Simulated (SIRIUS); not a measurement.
## Ge: equation of state with BLYP

The system is Ge.

```xyz
2
Lattice="0.0000 2.8289 2.8289 2.8289 0.0000 2.8289 2.8289 2.8289 0.0000" Properties=species:S:1:pos:R:3 pbc="T T T"
Ge    4.2434    4.2434    4.2434
Ge    2.8289    2.8289    2.8289
```

```yaml
Program: SIRIUS 7.12.0
Task: equation of state
Functional: BLYP
Potentials_or_basis: all-electron FP-LAPW
Cutoff: 193 eV
Basis: apw+lo standard
k_mesh: 8 × 8 × 8
Occupations: fermi-dirac, width 0.05 eV
Spin: no spin polarisation
Muffin_tin_radii: Ge 2.23 bohr
Basis_cutoff_gk_cutoff: 3.77 1/bohr
Cutoff_of_density_and_potential_pw_cutoff: 20 1/bohr
lmax_of_the_basis: 10
lmax_of_density_and_potential: 8
Valence_relativity: iora
Core_states: Ge 1s2s2p
Local_orbitals_radial_functions: Ge 14
Smallest_sphere_radius_times_basis_cutoff: 8.41
```

| Property | Result |
| --- | --- |
| Equilibrium volume | 25.12 Å³/atom (rough: see the caveat) |
| Bulk modulus | 62 GPa (rough) |

Energy against volume, from the lowest point:
```
volume (Å³/atom)  energy (meV/atom)
          21.281             127.85
          21.733              94.52
          22.186              66.57
          22.639              43.52
          23.092              24.58
          23.545              10.47
          23.997               0.00
```

All runs of the series together: 4.4 min on 1 thread of Arm Neoverse V2, with other jobs on the host.

Caveat: the minimum lies outside the volumes run; the fit is doubtful: noisy points or a state that changes with volume.
